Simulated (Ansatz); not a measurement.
# NiSi2/Si/CoSi2: predicting the conductance of a thicker barrier

Set-up. Ansatz 0.2.0, plane waves with PAW datasets, PBE. Interfaces are relaxed in a short slab (with D3(BJ) where the barrier is layered), set between ideal electrode layers that go on as semi-infinite leads, and the zero-bias conductance G at 300 K comes from T(E) on a typed mesh. The error is the largest of the program's estimates from energy step, mesh, the leads' potential steps and neutrality; its separate bound for narrow resonances between the energies solved isn't counted and can be far larger. The lower electrode is NiSi2 (fluorite 111 turned by 180 degrees  type B), the upper CoSi2 (fluorite 111 turned by 180 degrees  type B) and the barrier Si (diamond 111), on a net of side 3.84 Å; d is the distance between the electrodes' last planes.

The runs shown:

| planes in the barrier | d (Å) | G (S/m²) | error (%) | lead step (meV) |
| --- | --- | --- | --- | --- |
| 4 | 8.73 | 7.55e13 | 13 | 7 |
| 6 | 11.90 | 3.97e13 | 11 | 7 |
| 8 | 15.07 | 2.00e13 | 16 | 7 |
| 12 | 21.42 | 6.10e12 | 42 | 7 |

Task: A further run has 14 planes, d = 24.59 Å. Fit G ∝ exp(−βd) to the rows shown and predict its conductance.

Working: Take y = ln G: 31.96, 31.31, 30.63 and 29.44. The means are d = 14.28 Å and y = 30.83; Σ(Δd Δy) = −17.48 and Σ(Δd)² = 88.07, so the slope is −0.198 Å⁻¹ (β = 0.198 Å⁻¹). At d = 24.59 Å, y = 30.83 − 0.198 × 10.31 = 28.79, or G = 3.18e12 S/m².

**The withheld run.** The run gave 3.53e12 S/m², with an error estimate of 55 % and a lead step of 7 meV. The prediction is 0.902 times that, too low by 10 %. That lies within the runs' own error estimates, carried through the fit.

**Limits.** The interfaces are ideal, one cell wide, strained to a common net and relaxed from one registry with their symmetry kept. PBE's gaps are too small, so true decay constants are likely larger where the Fermi level lies deep in a gap. No spin-orbit coupling, phonons, disorder or image charges enter. The rows shown are chosen by tests on error estimates (under 100 to 120 %), lead steps (under 150 meV, though the program warns over 25), intact interfaces and, for fits, a steady trend in the rows shown; the data set holds 414 series of this kind, and not all pass.
